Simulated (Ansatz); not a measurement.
# PbI2 (CdI2 type) by several functionals

All numbers come from the PAW code Ansatz. No magnetic order and no zero-point or thermal motion.

PbI2 in the CdI2-type structure, relaxed with r2SCAN+rVV10. It is trigonal, P-3m1 (No. 164); a = 4.564 Å, c = 7.048 Å in the conventional setting, 42.38 Å³ an atom. Pb has 6 I at 3.24 Å; I has 3 Pb at 3.24 Å.

```cif
data_structure
_symmetry_space_group_name_H-M 'P-3m1'
_symmetry_Int_Tables_number 164
_cell_length_a 4.5641
_cell_length_b 4.5641
_cell_length_c 7.0475
_cell_angle_alpha 90.000
_cell_angle_beta 90.000
_cell_angle_gamma 120.000
_cell_volume 127.14
loop_
_atom_site_label
_atom_site_type_symbol
_atom_site_symmetry_multiplicity
_atom_site_Wyckoff_symbol
_atom_site_fract_x
_atom_site_fract_y
_atom_site_fract_z
_atom_site_occupancy
Pb1 Pb 1 a 0.00000 0.00000 0.00000 1
I1 I 2 d 0.33333 0.66667 0.26671 1
```

Relaxed lattice by functional, symmetry kept:
```csv
functional,k mesh,a (Å),c (Å),volume (Å³/atom)
PBE-D3(BJ),6×6×4,4.563,6.951,41.79
r2SCAN+rVV10,6×6×4,4.564,7.048,42.38
```

On this one geometry the levels give:

| level | k mesh | gap (eV) | kind | edges | least direct gap (eV) | rough cost |
| --- | --- | --- | --- | --- | --- | --- |
| PBE | 6×6×4 | 2.23 | direct | A | 2.23 | 11 core-seconds |
| PBE+SOC | 6×6×4 | 1.43 | direct | A | 1.43 | 50 core-seconds |
| r2SCAN | 6×6×4 | 2.63 | direct | A | 2.63 | 14 core-seconds |
| HSE06 | 6×6×4 | 2.93 | direct | A | 2.93 | 8 core-minutes |
| PBE0 | 6×6×4 | 3.57 | direct | A | 3.57 | 8 core-minutes |
| G0W0@PBE (379 empty bands, 120 eV, 6×6×2) | 6×6×2 | 3.15 | – | A (mesh) | – | 14 core-minutes |

PBE: smearing of 0.02 eV; the others have fixed occupations.
Wave cutoffs: 420 eV, 500 eV (r2SCAN).
The G0W0 gap is PBE's gap over the path plus the quasiparticle shift read on the mesh. No extrapolation in bands, cutoff or mesh was made for G0W0.
Costs come from shared machines and give only the order; PBE's includes the band path. The runs had 2 threads of Arm Neoverse V1 (shared host).

HSE06 gives a direct gap of 2.93 eV at A. Spin-orbit coupling changes the PBE gap by -0.803 eV, to 1.43 eV.

Set against the finite-basis gap of 3.15 eV from G0W0@PBE (379 empty bands, 120 eV, 6×6×2), the closest functional is HSE06, which differs by -0.22 eV, at about 40 times r2SCAN's rough cost; G0W0 itself took about 60 times r2SCAN's rough cost. The others: PBE0 +0.42, r2SCAN -0.52, PBE -0.92 eV. The yardstick's own error is a tenth of an eV or more. r2SCAN covers 56 % of the step from PBE to HSE06. Spin-orbit coupling moves the least or the direct gap by up to 0.80 eV, so it has to be included where a tenth of an eV counts. Among these functionals the gap stays direct.

r2SCAN (ground state on 6×6×4): The electronic dielectric tensor ε∞ is 6.15 along x and y, 4.68 along z. Born charges, averaged over directions: Pb +3.35, I -1.68 e.

Only the levels marked +SOC include spin-orbit coupling.
